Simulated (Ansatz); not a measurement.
Pt, 2 atoms in the cell. It takes space group P6_3/mmc (No. 194, hexagonal). Conventional cell: a = 2.761 Å, b = 2.761 Å, c = 4.792 Å, α = 90.00°, β = 90.00°, γ = 120.00°. Pt (site symmetry -6m2) has 12 Pt at 2.76 to 2.88 Å as nearest neighbours. This isn't the form of Pt at room conditions, which is fcc.

- Program: Ansatz 0.2.0
- Task: relaxation of cell and atoms
- Functional: PBE
- Potentials or basis: Ansatz PAW
- Cutoff: 420 eV (not typed: the program's choice for these potentials)
- k mesh: 11 × 11 × 6
- Occupations: fermi-dirac, width 0.05 eV
- Spin: no spin polarisation
- Target pressure: 10 GPa
- Target pressure (GPa): 10

Potentials or basis: Ansatz PAW.

Launch:

```bash
$ ansatz run input.yaml --threads 2 --pin off --max-ram 5632MiB --backend cpu --events-out ev --progress --plain --runs-dir out
```

Hardware: 2 threads of Arm Neoverse V2 (shared host).

Question: Estimate the wall time of this run.

Answer: Run time: 7.3 s on 2 threads of Arm Neoverse V2, with other jobs on the host, peak memory 0.32 GiB. Counts: scf iterations 47, plane waves 597, k points 64, bands 22, ion steps 7.
